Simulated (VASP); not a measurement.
Here is a VASP 6.6.1 calculation.

File INCAR:

```
PREC     = Accurate       # precision mode
ENCUT    = 520            # plane-wave cutoff, eV
EDIFF    = 1E-6           # SCF threshold, eV
ISMEAR   = -1             # smearing method
SIGMA    = 0.1            # smearing width, eV
LREAL    = F              # projectors in reciprocal space
LASPH    = T              # aspherical terms in the spheres
NELM     = 100            # most SCF steps
ALGO     = Normal         # electronic algorithm
ISIF     = 2              # what is computed and relaxed
LWAVE    = F              # write WAVECAR
LCHARG   = T              # write CHGCAR
GGA      = CA             # functional
LELF     = T              # ELF
LVHAR    = T            
NBANDS   = 11             # bands
```

File KPOINTS:

```
regular mesh
0
Gamma
  7 7 7
```

File POSCAR:

```
Ca
1.0
    3.5056900000      0.0000000000      0.0000000000
    0.0000000000      3.5056900000      0.0000000000
    0.0000000000      0.0000000000      3.5056900000
Ca
1
Direct
    0.0000000000      0.0000000000      0.0000000000
```

Potentials or basis: VASP PAW LDA potentials, release 64 (Ca_sv).

Run with:

```sh
$ cat potpaw_LDA.64/Ca_sv/POTCAR > POTCAR
$ mpirun -np 1 vasp_std > vasp.out
```

(1) What does it give for the pressure?

(2) What does it give for the band gap on the k mesh?

## Answers

(1) -1.3 GPa.

(2) none (metal or under the smearing width).
